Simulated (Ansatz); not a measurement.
Runs of Ansatz 0.2.0 on ZrC. Symmetry: Fm-3m, No. 225, cubic system. Conventional cell: a = 4.730 Å, b = 4.730 Å, c = 4.730 Å, α = 90.00°, β = 90.00°, γ = 90.00°. Zr (site symmetry m-3m) is surrounded by 6 C at 2.37 Å. Around C (site symmetry m-3m) lie 6 Zr at 2.37 Å. 

| task | level | potentials or basis | spin | U | cell | k mesh | cutoff (eV) | smearing | hubbard projectors | double counting | points for each segment of the path | other keys | mesh quality | gap on the mesh (eV) | pressure (GPa) | moment (μB) |
| --- | --- | --- | --- | --- | --- | --- | --- | --- | --- | --- | --- | --- | --- | --- | --- | --- |
| electric field gradients | PBEsol+D3(BJ)-ATM+U | Ansatz PAW | off | Zr d U = 8.0 eV | as given | 10 × 10 × 10 | 500 | fermi-dirac 0.1 eV | all-electron-ortho-atomic | fll (the default) | - | basis.ecutwfc = 500 eV; scf.mixing.algorithm = msr1; … | not flagged | none | (b) | - |
| relaxation of cell and atoms | BLYP | Ansatz PAW earlier set | collinear, ferromagnetic start | - | relaxed | 10 × 10 × 10 | 820 | gaussian 0.02 eV | - | - | - | - | not flagged | - | 0.0 | 0.00 |
| single point | rPW86-PBE+rVV10 | PseudoDojo standard (PBE files) | SOC, no magnetisation | - | as given | 10 × 10 × 10 | 1116 | fermi-dirac 0.15 eV | - | - | - | scf.mixing.algorithm = msr1; scf.mixing.beta = 0.9 | not flagged | none | - | - |
| band structure | r2SCAN | PseudoDojo standard (PBEsol files) | collinear, program default start | - | as given | 10 × 10 × 10 | 1116 | fermi-dirac 0.15 eV | - | - | 14 | - | not flagged | none | -3.3 | 0.00 |
| projected density of states | HF+D3(BJ)-ATM | Ansatz PAW earlier set | off | - | as given | 6 × 6 × 6 | 820 | methfessel-paxton 0.1 eV | - | - | - | - | not flagged | (a) | -9.2 | - |
| projected density of states | LDA | Ansatz PAW | SOC, no magnetisation | - | as given | 5 × 5 × 5 | 420 | methfessel-paxton 0.1 eV | - | - | - | scf.mixing.algorithm = broyden; scf.mixing.beta = 0.05; … | coarse | none | -12.7 | - |
| single point | r2SCAN+U | Ansatz NC | off | Zr d U = 2 eV | as given | 10 × 10 × 10 | 1200 | tetrahedron | all-electron-atomic | amf | - | - | not flagged | none | -2.4 | - |
| projected density of states | r2SCAN0+D3(BJ)-ATM | SPMS NC | off | - | as given | 6 × 6 × 6 | 1034 | methfessel-paxton 0.1 eV | - | - | - | - | coarse | none | -6.1 | - |

Estimate the missing entries.

(a) 2.06; (b) 1.4.

Caveats: some runs use coarse meshes; the PAW data sets come from PBE, with cores solved anew for the run's functional, which leaves a small shift of forces and pressure (some runs); the potentials were made for another functional, which shifts forces and pressure (some runs); pairwise dispersion overbinds metals, which lowers pressure and volume (some runs); U without spin polarisation on a metal has little footing (some runs); the U is typed as a test and isn't derived for this compound (some runs); the meta-GGA runs on potentials made for a GGA (some runs); the thresholds are loose for stress (some runs).

A k mesh can miss the band edges, and rows without SOC leave out spin-orbit coupling on Zr.

A gap of «none» marks a metal or a gap under the smearing width.

Runs at the PBE level aren't shown here.
